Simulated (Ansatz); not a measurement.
## CdSe: equation of state with wPBEh

The system is CdSe.

```
Cd Se
1.0
     0.00000    3.07027    3.07027
     3.07027    0.00000    3.07027
     3.07027    3.07027    0.00000
Cd Se
1 1
Direct
  0.00000 0.00000 0.00000
  0.25000 0.25000 0.25000
```

Measurements of this composition are mostly on another form, of space group No. 186.

```yaml
Program: Ansatz 0.2.0
Task: equation of state
Functional: wPBEh
Potentials_or_basis: Ansatz PAW
Cutoff: 420 eV
Density_cutoff: 1680 eV
k_mesh: 4 × 4 × 4
Occupations: fermi-dirac, width 0.05 eV
Spin: no spin polarisation
```

The equilibrium volume is 29.12 Å³/atom. The bulk modulus is 51 GPa and the pressure derivative of the bulk modulus is 4.6 (rough: it moves with the points fitted).

Energy against volume, from the lowest point:
| volume (Å³/atom) | energy (meV/atom) |
| --- | --- |
| 27.206 | 22.27 |
| 27.784 | 10.33 |
| 28.363 | 3.07 |
| 28.942 | 0.00 |
| 29.521 | 0.69 |
| 30.100 | 4.83 |
| 30.679 | 11.86 |

All runs of the series together: 75 s on 2 threads of Arm Neoverse V2, on a shared host.

Caveat: the k mesh is coarse (spacing up to 0.44 Å⁻¹), so the values aren't converged.
